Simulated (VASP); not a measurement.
# CuI (F-43m) in VASP: single point with PBE

Aim: the single point of CuI with PBE.

Program: VASP 6.6.1. These are calculated values, not measurements. Logs are shortened: lines on timing, memory, paths and dates and some standing lists are left out, and cuts for length are marked.

**1. The crystal as given**

It takes space group F-43m (No. 216, cubic). The conventional cell has a = 6.058 Å, b = 6.058 Å, c = 6.058 Å, α = 90.00°, β = 90.00°, γ = 90.00°. Around Cu (site symmetry -43m) lie 4 I at 2.62 Å. Around I (site symmetry -43m) lie 4 Cu at 2.62 Å.

**2. Single point, PBE, non-collinear spin, zero start, spin-orbit coupling**

Input file INCAR:

```
SYSTEM = CuI
ALGO = Normal
EDIFF = 1E-6
ENCUT = 520
GGA = PE
GGA_COMPAT = .FALSE.
ISIF = 2
ISMEAR = -1
LASPH = .TRUE.
LCHARG = .FALSE.
LMAXMIX = 4
LNONCOLLINEAR = .TRUE.
LORBIT = 11
LREAL = .FALSE.
LSORBIT = .TRUE.
LWAVE = .FALSE.
MAGMOM = 0 0 0 0 0 0
NBANDS = 30
NELM = 60
PREC = Accurate
SIGMA = 0.02
```

Input file KPOINTS:

```
k-points
0
G
  18 18 18
  0 0 0
```

Input file POSCAR:

```
CuI
1.0
    0.0000000000      3.0290000000      3.0290000000
    3.0290000000      0.0000000000      3.0290000000
    3.0290000000      3.0290000000      0.0000000000
Cu I
1 1
Direct
    0.2500000000      0.2500000000      0.2500000000
    0.0000000000      0.0000000000      0.0000000000
```

Potentials or basis: VASP PAW PBE potentials, release 64 (Cu, I).

Command:

```bash
$ cat potpaw_PBE.64/Cu/POTCAR potpaw_PBE.64/I/POTCAR > POTCAR
$ mpirun -np 1 vasp_ncl > vasp.out
```

OUTCAR:

```text
SYSTEM = CuI
   EDIFF = 1E-6
   ENCUT = 520
   GGA = PE
   ISIF = 2
   ISMEAR = -1
   LASPH = .TRUE.
   LNONCOLLINEAR = .TRUE.
   LORBIT = 11
   LREAL = .FALSE.
   LSORBIT = .TRUE.
   NELM = 60
   PREC = Accurate

 ion  position               nearest neighbor table
   1  0.250  0.250  0.250-   2 2.62   2 2.62   2 2.62   2 2.62
   2  0.000  0.000  0.000-   1 2.62   1 2.62   1 2.62   1 2.62

  LATTYP: Found a face centered cubic cell.
 ALAT       =     6.0580000000

  Lattice vectors:

 A1 = (   0.0000000000,   3.0290000000,   3.0290000000)
 A2 = (   3.0290000000,   0.0000000000,   3.0290000000)
 A3 = (   3.0290000000,   3.0290000000,   0.0000000000)

Analysis of symmetry for initial positions (statically):
=====================================================================
 Subroutine PRICEL returns:
 Original cell was already a primitive cell.

 Routine SETGRP: Setting up the symmetry group for a
 face centered cubic supercell.

 Subroutine GETGRP returns: Found 24 space group operations
 (whereof 24 operations were pure point group operations)
 out of a pool of 48 trial point group operations.

The static configuration has the point symmetry T_d .

Analysis of symmetry for dynamics (positions and initial velocities):
=====================================================================
 Subroutine PRICEL returns:
 Original cell was already a primitive cell.

 Routine SETGRP: Setting up the symmetry group for a
 face centered cubic supercell.

 Subroutine GETGRP returns: Found 24 space group operations
 (whereof 24 operations were pure point group operations)
 out of a pool of 48 trial point group operations.

The dynamic configuration has the point symmetry T_d .

Analysis of structural, dynamic, and magnetic symmetry:
=====================================================================
 Subroutine PRICEL returns:
 Original cell was already a primitive cell.

 Routine SETGRP: Setting up the symmetry group for a
 face centered cubic supercell.

 Subroutine GETGRP returns: Found 24 space group operations
 (whereof 24 operations were pure point group operations)
 out of a pool of 48 trial point group operations.

The overall configuration has the point symmetry T_d .

 Subroutine INISYM returns: Found 24 space group operations
 (whereof 24 operations are pure point group operations),
 and found     1 'primitive' translations

----------------------------------------------------------------------------------------

                                     Primitive cell

  volume of cell :      55.5812

  direct lattice vectors                    reciprocal lattice vectors
     0.000000000  3.029000000  3.029000000    -0.165070981  0.165070981  0.165070981
     3.029000000  0.000000000  3.029000000     0.165070981 -0.165070981  0.165070981
     3.029000000  3.029000000  0.000000000     0.165070981  0.165070981 -0.165070981

  length of vectors
     4.283652880  4.283652880  4.283652880     0.285911325  0.285911325  0.285911325

  position of ions in fractional coordinates (direct lattice)
     0.250000000  0.250000000  0.250000000
     0.000000000  0.000000000  0.000000000

  ion indices of the primitive-cell ions
   primitive index   ion index
                 1           1
                 2           2

----------------------------------------------------------------------------------------

 KPOINTS: k-points

Automatic generation of k-mesh.
 Grid dimensions read from file:
 generate k-points for:   18   18   18

 Generating k-lattice:

  Cartesian coordinates                     Fractional coordinates (reciprocal lattice)
    -0.009170610  0.009170610  0.009170610     0.055555556  0.000000000  0.000000000
     0.009170610 -0.009170610  0.009170610     0.000000000  0.055555556  0.000000000
     0.009170610  0.009170610 -0.009170610     0.000000000  0.000000000  0.055555556

  Length of vectors
     0.015883963  0.015883963  0.015883963

[... 69 lines left out ...]
   EFERMI_NEDOS =   21; number of points for ismear=-14 and -15
   IALGO  =     38    algorithm
   IMIX   =      4    mixing-type and parameters
     AMIX     =   0.40;   BMIX     =  1.00
     AMIX_MAG =   1.60;   BMIX_MAG =  1.00
  volume/ion in A,a.u.               =      27.79       187.54
  Fermi-wavevector in a.u.,A,eV,Ry     =   1.124233  2.124493 17.196406  1.263900
  Thomas-Fermi vector in A             =   2.260904
   LORBIT       =     11    0 simple, 1 ext, 2 COOP (PROOUT), +10 PAW based schemes
   GGA     = PE    functional components
   LHFCALC =     F    Hartree Fock is set to
   AEXX    =    0.0000 exact exchange contribution
   IVDW    =     0    specifies the selected vdW correction
   LEPSILON=     F    determine dielectric tensor
   LRPA    =     F    only Hartree local field effects (RPA)
  energy-cutoff  :      520.00
  volume of cell :       55.58
 maximum number of plane-waves:      3048
   NGX = 15   NGY = 15   NGZ = 15

 number of electron      18.0000000 magnetization       0.0000000      0.0000000      0.0000000

 number of electron      18.0000016 magnetization       0.0000000      0.0000000     -0.0000000

 number of electron      18.0000015 magnetization      -0.0000000     -0.0000000     -0.0000000

 number of electron      18.0000015 magnetization      -0.0000000      0.0000000     -0.0000000

 Free energy of the ion-electron system (eV)
  ---------------------------------------------------
  ext. energy  EPLUGINS =         0.00000000
  ---------------------------------------------------
  free energy    TOTEN  =        -5.69231681 eV

  energy without entropy =       -5.69231681  energy(sigma->0) =       -5.69231681

 E-fermi :   4.9730     XC(G=0):  -8.9504

 val. band max:        4.6136280518   @ k =   0.0000   0.0000   0.0000
 cond. band min:       5.6064489751   @ k =   0.0000   0.0000   0.0000
 fundamental gap:      0.9928209233
 Fermi energy:         4.9730059246

 k-point     1 :       0.0000    0.0000    0.0000
  band No.  band energies     occupation
      1      -9.5584      1.00000
      2      -9.5584      1.00000
      3       0.4005      1.00000
      4       0.4005      1.00000
      5       0.9563      1.00000
      6       0.9563      1.00000
[... 781 lines left out ...]
     29      13.5303      0.00000
     30      13.5422      0.00000

 [... further k-points ...]
[... 5 lines left out ...]
  --------------------------------------------------------------------------------------
  -------------------------------------------------------------------------------------
  Total        0.2833483      0.2833483      0.2833483     -0.0000000     -0.0000000      0.0000000
  in kB        8.1677675      8.1677675      8.1677675     -0.0000000     -0.0000000      0.0000000
  external PRESSURE =       8.1677675 kB  Pullay stress =       0.0000000 kB

 VOLUME and BASIS-vectors are now :
 -----------------------------------------------------------------------------
  energy-cutoff  :      520.00
  volume of cell :       55.58
      direct lattice vectors                 reciprocal lattice vectors
     0.000000000  3.029000000  3.029000000    -0.165070981  0.165070981  0.165070981
     3.029000000  0.000000000  3.029000000     0.165070981 -0.165070981  0.165070981
     3.029000000  3.029000000  0.000000000     0.165070981  0.165070981 -0.165070981

 POSITION                                       TOTAL-FORCE (eV/Angst)
 -----------------------------------------------------------------------------------
      1.51450      1.51450      1.51450         0.000000      0.000000      0.000000
      0.00000      0.00000      0.00000        -0.000000     -0.000000     -0.000000
 -----------------------------------------------------------------------------------
    total drift:                               -0.000001     -0.000001     -0.000001

  FREE ENERGIE OF THE ION-ELECTRON SYSTEM (eV)
  ---------------------------------------------------
  free  energy   TOTEN  =        -5.6923168115 eV

  energy  without entropy=       -5.6923168114  energy(sigma->0) =       -5.69231681

 Spin-Orbit-Coupling matrix elements

 Ion:    1  E_soc:     -0.0100271
 l=   1
     0.0000000    -0.0003813    -0.0003813
    -0.0003813     0.0000000    -0.0003813
    -0.0003813    -0.0003813     0.0000000
 l=   2
     0.0000000    -0.0002564     0.0000000    -0.0002564    -0.0010334
    -0.0002564     0.0000000    -0.0007751    -0.0002564    -0.0002584
     0.0000000    -0.0007751     0.0000000    -0.0007751     0.0000000
    -0.0002564    -0.0002564    -0.0007751     0.0000000    -0.0002584
    -0.0010334    -0.0002584     0.0000000    -0.0002584     0.0000000
 l=   3
     0.0000000     0.0000000     0.0000000     0.0000000     0.0000000     0.0000000     0.0000000
     0.0000000     0.0000000     0.0000000     0.0000000     0.0000000     0.0000000     0.0000000
     0.0000000     0.0000000     0.0000000     0.0000000     0.0000000     0.0000000     0.0000000
     0.0000000     0.0000000     0.0000000     0.0000000     0.0000000     0.0000000     0.0000000
     0.0000000     0.0000000     0.0000000     0.0000000     0.0000000     0.0000000     0.0000000
     0.0000000     0.0000000     0.0000000     0.0000000     0.0000000     0.0000000     0.0000000
     0.0000000     0.0000000     0.0000000     0.0000000     0.0000000     0.0000000     0.0000000

 Ion:    2  E_soc:     -0.2535367
 l=   1
     0.0000000    -0.0421110    -0.0421110
    -0.0421110     0.0000000    -0.0421110
    -0.0421110    -0.0421110     0.0000000
 l=   2
     0.0000000    -0.0000493     0.0000000    -0.0000493    -0.0000958
    -0.0000493     0.0000000    -0.0000719    -0.0000493    -0.0000240
     0.0000000    -0.0000719     0.0000000    -0.0000719     0.0000000
    -0.0000493    -0.0000493    -0.0000719     0.0000000    -0.0000240
    -0.0000958    -0.0000240     0.0000000    -0.0000240     0.0000000
 l=   3
     0.0000000     0.0000000     0.0000000     0.0000000     0.0000000     0.0000000     0.0000000
     0.0000000     0.0000000     0.0000000     0.0000000     0.0000000     0.0000000     0.0000000
     0.0000000     0.0000000     0.0000000     0.0000000     0.0000000     0.0000000     0.0000000
     0.0000000     0.0000000     0.0000000     0.0000000     0.0000000     0.0000000     0.0000000
     0.0000000     0.0000000     0.0000000     0.0000000     0.0000000     0.0000000     0.0000000
     0.0000000     0.0000000     0.0000000     0.0000000     0.0000000     0.0000000     0.0000000
     0.0000000     0.0000000     0.0000000     0.0000000     0.0000000     0.0000000     0.0000000

 total charge

# of ion       s       p       d       tot
------------------------------------------
    1        0.329   0.262   9.333   9.924
    2        1.493   2.760   0.054   4.307
--------------------------------------------------
tot          1.822   3.022   9.387  14.231

 magnetization (x)

# of ion       s       p       d       tot
------------------------------------------
    1        0.000   0.000   0.000   0.000
    2        0.000   0.000   0.000   0.000
--------------------------------------------------
tot          0.000   0.000   0.000   0.000

 magnetization (y)

# of ion       s       p       d       tot
------------------------------------------
    1        0.000   0.000   0.000   0.000
    2        0.000   0.000  -0.000  -0.000
--------------------------------------------------
tot          0.000   0.000   0.000   0.000

 magnetization (z)

# of ion       s       p       d       tot
------------------------------------------
    1        0.000   0.000   0.000   0.000
    2        0.000   0.000   0.000   0.000
--------------------------------------------------
tot          0.000   0.000   0.000   0.000
```

Run time: 14 min. Hardware: 1 thread of Intel Xeon Platinum 8488C (Sapphire Rapids), shared host; peak memory 0.89 GiB.

What came out:

- Free energy: -5.6923 eV
- Pressure: 0.8 GPa
- Net moment: 0.00 μB per cell
- Valence electrons inside the program's atomic spheres: Cu 9.92; I 4.31

Moments on the atoms (μB; x, y, z):
```
Cu  0.00 0.00 0.00
I   0.00 0.00 0.00
```
